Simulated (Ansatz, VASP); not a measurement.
# I in VASP and in Ansatz

The input INCAR:

```
  PREC = Accurate
  ENCUT = 520
  EDIFF = 1E-7
  ISMEAR = 0
  SIGMA = 0.1
  LREAL = False
  LASPH = True
  NELM = 100
  ALGO = Normal
  ISIF = 2
  LWAVE = False
  LCHARG = False
  GGA = PS
  NBANDS = 10
```

The input KPOINTS:

```
regular mesh
0
Gamma
  12 12 18
```

POSCAR

```
I
1.0
    2.4737456588     -3.7526241520     -0.0084019272
    2.4737456588      3.7526241520     -0.0084019272
   -1.5875050061      0.0000000000      2.5852369366
I
1
Direct
    0.5000000000      0.5000000000      0.5000000000
```

Input for Ansatz:

```yaml
crystal:
  lattice:
    - [2.4737456588, -3.752624152, -0.0084019272]
    - [2.4737456588, 3.752624152, -0.0084019272]
    - [-1.5875050061, 0.0, 2.5852369366]
  atoms:
    - { symbol: I, position: [0.5, 0.5, 0.5] }
basis:
  ecutwfc: 420
kpoints:
  mp_grid: { grid: [12, 12, 18] }
hamiltonian:
  xc: pbesol
scf:
  occupations: { method: gaussian, width: 0.1 }
output:
  forces: true
  stress: true
  eigenvalues: true
  populations: true
```

Alike in both runs: task single point; functional PBEsol; k mesh 12 × 12 × 18; occupations gaussian, width 0.1 eV; no spin polarisation.

```csv
,VASP,Ansatz
version,VASP 6.6.1,Ansatz 0.2.0
potentials or method,"VASP PAW PBE potentials, release 64 (I)","scalar-relativistic, plane waves, PAW"
plane-wave cutoff (eV),520,420
valence electrons in the cell,7,17
```

Ansatz gave:

- gap on the k mesh at the Fermi level (eV): none
- pressure (GPa): -2.5
- largest component of the traceless stress (GPa): 2.21

**Question.** What did VASP give for the same quantities?

**Answer.** gap on the k mesh at the Fermi level (eV): none; pressure (GPa): -2.5; largest component of the traceless stress (GPa): 2.23.

A gap of «none» marks a metal or a gap that the smearing closes. With one functional, cell and mesh, what is left measures potentials, basis and numerics. The two sets of potentials don't hold the same shells in valence.

Caveats: the PAW data sets were made with another functional, which shifts forces and pressure a little (VASP); an odd number of electrons without spin polarisation forces a metal; a magnetic or distorted state may lie lower. Spin-orbit coupling is left out, which matters for the levels of I.
